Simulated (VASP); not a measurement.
# VASP 6.6.1 run: NaF

INCAR

```
ENCUT = 520
SIGMA = 0.01
LWAVE = .FALSE.
NBANDS = 14
LREAL = .FALSE.
EDIFF = 1E-7
LASPH = .TRUE.
LCHARG = .FALSE.
GGA = PS
PREC = Accurate
NSW = 0
ISIF = 2
IBRION = -1
ISMEAR = 1
NELM = 120
```

KPOINTS

```
KPOINTS created by Atomic Simulation Environment
0
Gamma
12 12 12
0 0 0
```

POSCAR

```
Na F
 1.0000000000000000
     2.7934851914443364   -0.0000000000000000   -0.0000000000000000
    -0.0000000000000000    2.7934851914443364   -0.0000000000000000
    -0.0000000000000000   -0.0000000000000000    2.7934851914443364
 Na  F
   1   1
Cartesian
 -0.0000000000000000  0.0000000000000000  0.0000000000000000
  1.3967425957221682  1.3967425957221682  1.3967425957221682
```

The recommended PBE PAW datasets give the neutral cell 14 valence electrons.

Command

```
mpirun -np 1 vasp_std
```

OSZICAR

```
N       E                     dE             d eps       ncg     rms          rms(c)
DAV:   1     0.106854760115E+03    0.10685E+03   -0.76937E+03  2382   0.129E+03
DAV:   2    -0.405699048340E+01   -0.11091E+03   -0.10371E+03  2634   0.343E+02
DAV:   3    -0.920690393285E+01   -0.51499E+01   -0.51417E+01  2718   0.677E+01
DAV:   4    -0.924512447295E+01   -0.38221E-01   -0.38219E-01  2682   0.616E+00
DAV:   5    -0.924549850223E+01   -0.37403E-03   -0.37403E-03  2796   0.597E-01    0.467E+00
DAV:   6    -0.852383499119E+01    0.72166E+00   -0.21014E+00  2762   0.143E+01    0.169E+00
DAV:   7    -0.849458898914E+01    0.29246E-01   -0.28911E-02  2532   0.299E+00    0.983E-01
DAV:   8    -0.847976798453E+01    0.14821E-01   -0.21764E-02  2496   0.419E+00    0.129E-01
DAV:   9    -0.848005278791E+01   -0.28480E-03   -0.29717E-03  2926   0.630E-01    0.668E-02
DAV:  10    -0.848003629257E+01    0.16495E-04   -0.40506E-04  2590   0.178E-01    0.274E-02
DAV:  11    -0.848003095604E+01    0.53365E-05   -0.35021E-05  2776   0.942E-02    0.217E-03
DAV:  12    -0.848003121012E+01   -0.25408E-06   -0.22493E-06  2604   0.158E-02    0.942E-04
DAV:  13    -0.848003119280E+01    0.17318E-07   -0.14143E-07  2484   0.345E-03
   1 F= -.84800312E+01 E0= -.84800312E+01  d E =0.268035E-30
```

From OUTCAR

```
k-points           NKPTS =     84   k-points in BZ     NKDIM =     84   number of bands    NBANDS=     14

   NELECT =      14.0000    total number of electrons

   dimension x,y,z NGX =    24 NGY =   24 NGZ =   24
   dimension x,y,z NGXF=    48 NGYF=   48 NGZF=   48

  energy-cutoff  :      520.00
  volume of cell :       21.80
      direct lattice vectors                 reciprocal lattice vectors
     2.793485191  0.000000000  0.000000000     0.357975766  0.000000000  0.000000000
     0.000000000  2.793485191  0.000000000     0.000000000  0.357975766  0.000000000
     0.000000000  0.000000000  2.793485191     0.000000000  0.000000000  0.357975766

 k-points in reciprocal lattice and weights: KPOINTS created by Atomic Simulation Env
   0.00000000  0.00000000  0.00000000       0.001
   0.08333333  0.00000000  0.00000000       0.003
   0.16666667  0.00000000  0.00000000       0.003
   0.25000000  0.00000000  0.00000000       0.003
   0.33333333  0.00000000  0.00000000       0.003
   0.41666667  0.00000000  0.00000000       0.003
   0.50000000  0.00000000  0.00000000       0.002
   0.08333333  0.08333333  0.00000000       0.007
   ...

 E-fermi :  -0.6358

 k-point     1 :       0.0000    0.0000    0.0000
  band No.  band energies     occupation
      1     -20.5545      2.00000
      2     -20.5545      2.00000
      3     -20.5545      2.00000
      4     -20.5035      2.00000
      5      -1.0586      2.00000
      6      -1.0586      2.00000
      7      -1.0586      2.00000
      8       5.2625      0.00000
      9      14.8636      0.00000
     10      14.8636      0.00000
     11      23.1798      0.00000
     12      23.1798      0.00000
     13      23.1798      0.00000
     14      30.5635      0.00000

 k-point     2 :       0.0833    0.0000    0.0000
  band No.  band energies     occupation
      1     -20.7435      2.00000
      2     -20.5524      2.00000
      3     -20.5524      2.00000
      4     -20.3099      2.00000
      5      -1.2645      2.00000
      6      -1.0501      2.00000
      7      -1.0501      2.00000
      8       5.5079      0.00000
      9      14.7678      0.00000
     10      14.9957      0.00000
     11      23.1545      0.00000
     12      23.1545      0.00000
     13      23.3742      0.00000
     14      29.7413      0.00000

 k-point     3 :       0.1667    0.0000    0.0000
  band No.  band energies     occupation
      1     -20.9405      2.00000
      2     -20.5467      2.00000
      3     -20.5467      2.00000
      4     -20.0971      2.00000
      5      -1.7748      2.00000
      6      -1.0268      2.00000
      7      -1.0268      2.00000
      8       6.1586      0.00000
      9      14.4315      0.00000
     10      15.3919      0.00000
     11      23.0862      0.00000
     12      23.0862      0.00000
     13      24.0309      0.00000
     14      28.2009      0.00000

 k-point     4 :       0.2500    0.0000    0.0000
  band No.  band energies     occupation
      1     -21.1125      2.00000
      2     -20.5388      2.00000
      3     -20.5388      2.00000
      4     -19.9023      2.00000
      5      -2.3855      2.00000
      6      -0.9947      2.00000
      7      -0.9947      2.00000
      8       7.0619      0.00000
      9      13.7928      0.00000
     10      16.0504      0.00000
     11      22.9854      0.00000
     12      22.9854      0.00000
     13      25.2448      0.00000
     14      25.6980      0.00000

 ...

  Total        0.1845389      0.1845389      0.1845389     -0.0000000     -0.0000000      0.0000000
  in kB       13.5631121     13.5631121     13.5631121     -0.0000000     -0.0000000      0.0000000
  external PRESSURE =      13.5631121 kB  Pullay stress =       0.0000000 kB

 POSITION                                       TOTAL-FORCE (eV/Angst)
 -----------------------------------------------------------------------------------
      0.00000      0.00000      0.00000         0.000000      0.000000      0.000000
      1.39674      1.39674      1.39674         0.000000      0.000000      0.000000
 -----------------------------------------------------------------------------------
    total drift:                                0.000000      0.000000     -0.000000

  FREE ENERGIE OF THE ION-ELECTRON SYSTEM (eV)
  ---------------------------------------------------
  free  energy   TOTEN  =        -8.4800311928 eV

  energy  without entropy=       -8.4800311928  energy(sigma->0) =       -8.48003119
```

It converged. Results: gap between bands v and c on the k mesh 5.98 eV; least direct gap on the k mesh 6.32 eV; pressure 1.4 GPa. Band v is the last that the valence electrons fill when counted band by band, and c is the next.

For comparison, a separate PBEsol run of the intended cell, on usual settings and not on those above, gives a gap of 5.98 eV on its mesh and a pressure of 1.4 GPa.

The run above took about 20 s on one core of a shared host (Intel Xeon Platinum 8488C) and held 0.15 GiB at most.
